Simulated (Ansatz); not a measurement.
Computed with Ansatz, not measured. Plane-wave DFT: an element X is put into a periodic supercell of the crystal below and the atoms relax. X is one of the candidates, and is told by the neutral defect's formation energy over the elements (uncorrected), its moments where the run had spin, and its relaxed neighbours, eight at most.

```
cell
1.0
     3.2184    0.0000    0.0000
    -1.6092    2.7872    0.0000
     0.0000    0.0000    5.2431
Ga N
2 2
Direct
  0.6667 0.3333 0.4991
  0.3333 0.6667 0.9991
  0.6667 0.3333 0.8759
  0.3333 0.6667 0.3759
```

- host atoms in supercell: 36
- functional: PBE
- wave cutoff: 420 eV
- k mesh: 2, 2, 2
- k shift: 0.5, 0.5, 0.5 mesh steps
- gaussian smearing: 0.02 eV
- start displacement: 0.05 angstrom
- electrons started on: no chosen atoms
- candidate elements: H, Li, C, Na, Cu, Zr
- found formation energy: 2.819 eV
- found moment change of cell: 1 muB
- found absolute moment of cell: 1.07 muB
- found largest move from host sites: 0.035 angstrom
- found added atom moment: 0.45 muB

| supercell vector | supercell times a (host cell vectors) | supercell times b (host cell vectors) | supercell times c (host cell vectors) |
| --- | --- | --- | --- |
| A | 2 | 1 | 1 |
| B | -1 | 1 | 1 |
| C | -1 | -2 | 1 |

```json
{"change element": "X", "change kind": "interstitial", "change place a (host cell vectors)": "0", "change place b (host cell vectors)": "0", "change place c (host cell vectors)": "0.1667"}
```

```
found neighbour element  found neighbour distance (angstrom)
                     Ga                                2.032
                     Ga                                2.032
                     Ga                                2.032
                      N                                 2.19
                      N                                2.191
                      N                                2.191
                      N                                2.431
                      N                                2.431
```

**Question.** Which element is X?

**Answer.** H.

Caveats: one random start near the defect, so other minima are possible; the supercell is small.
